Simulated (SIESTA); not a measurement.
Crystal: CuO (Tenorite).

```
Cu O
1.0
     2.34465   -1.71340    0.00000
     2.34465    1.71340    0.00000
    -0.86055    0.00000    5.05944
Cu O
2 2
Direct
  0.49680 0.00320 0.50000
  0.00320 0.49680 0.00000
  0.40560 0.57140 0.75370
  0.57140 0.40560 0.25370
```

```yaml
Program: SIESTA 5.4.2
Task: single point
Functional: PBE
Potentials_or_basis: PseudoDojo 0.4 standard (PBE files)
Basis: DZP (energy shift 0.003 Ry; two zetas on semicore shells)
Grid_cutoff: 800 Ry
Energy_shift: 0.003 Ry
k_mesh: 10 × 10 × 5
Occupations: fermi-dirac, width 0.05 eV
Spin: no spin polarisation
```

On this cell: pressure 7.0 GPa; largest force 0.829 eV/Å; band gap on the k mesh none (metal or under the smearing width).

The same run follows on a disturbed copy (atoms moved at random, drawn with an rms of 0.05 Å):

```xyz
4
Lattice="2.3447 -1.7134 0.0000 2.3447 1.7134 0.0000 -0.8606 0.0000 5.0594" Properties=species:S:1:pos:R:3 pbc="T T T"
Cu    0.7361   -0.8836    2.5056
Cu    1.2041    0.8387   -0.0138
O     1.6374    0.3040    3.8502
O     2.1001   -0.2780    1.3060
```

Task: What does the disturbed cell give?

Result: The energy (extrapolated to zero smearing) moves by +20.5 meV/atom; pressure 7.8 GPa; largest force 1.636 eV/Å; band gap on the k mesh none (metal or under the smearing width).

Forces in eV/Å, atoms in the order of the input:
```
Cu  -0.225  0.238  0.952
Cu  -1.224  0.570  0.881
O    0.990 -0.624 -1.143
O    0.460 -0.184 -0.690
```

Stress tensor (GPa, compression positive):
```
 9.29 -0.08 -3.80
-0.08  6.13  0.88
-3.80  0.88  8.09
```

Caveats: short orbitals over semicore shells can move pressures by several GPa; the basis of atomic orbitals isn't converged, which shifts pressures, moduli and gaps; the run has no spin polarisation, though such a crystal can be magnetic; semilocal functionals often make such compounds metallic where correlation or magnetic order opens a gap, which also shifts bond lengths.
